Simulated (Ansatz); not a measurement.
CuO under changes of volume

One of the cells (10.163 Å³/atom); the others are scaled copies at fixed shape and fractional positions:

```xyz
4
Lattice="2.3446 -1.7134 0.0000 2.3446 1.7134 0.0000 -0.8605 0.0000 5.0594" Properties=species:S:1:pos:R:3 pbc="T T T"
Cu    1.1723    0.8457    0.0000
Cu    0.7420   -0.8457    2.5297
O     2.0724   -0.2841    1.2836
O     1.6421    0.2841    3.8133
```

```yaml
Program: Ansatz 0.2.0
Functional: r2SCAN
Potentials_or_basis: Ansatz PAW
Cutoff: "500 eV (not typed: the program's choice for these potentials)"
k_mesh: 10 × 10 × 5
Occupations: fermi-dirac, width 0.05 eV
Spin: no spin polarisation
```

```tsv
volume (Å³/atom)	energy over the lowest point (meV/atom)	pressure (GPa)	largest force (eV/Å)
9.553	17.99	11.5	0.935
9.756	6.47	6.8	0.864
9.959	?	?	?
10.163	0.00	-1.3	0.735
10.366	3.90	-4.7	0.721
10.569	11.87	-7.8	0.715
10.772	23.50	-10.5	0.715
```

What does the run at 9.959 Å³/atom give?

Energy over the lowest point 0.67 meV/atom; pressure 2.5 GPa; largest force 0.797 eV/Å.

Worked out: A Birch-Murnaghan fit of order 3 (a polynomial in V^(-2/3)) to the other rows has its minimum at 10.09 Å³/atom with B0 = V·E''(V) = 186 GPa and B' = 4.6 at fixed shape and positions, which overstates the stiffness. It gives 0.68 meV/atom at 9.959 Å³/atom, against the run's 0.67, and -dE/dV = 2.5 GPa, against 2.5.

Energies are extrapolated to zero smearing.

Caveats: the run has no spin polarisation, though such a crystal can be magnetic; the PAW data sets come from PBE, with cores solved anew for the run's functional, which leaves a small shift of forces and pressure.
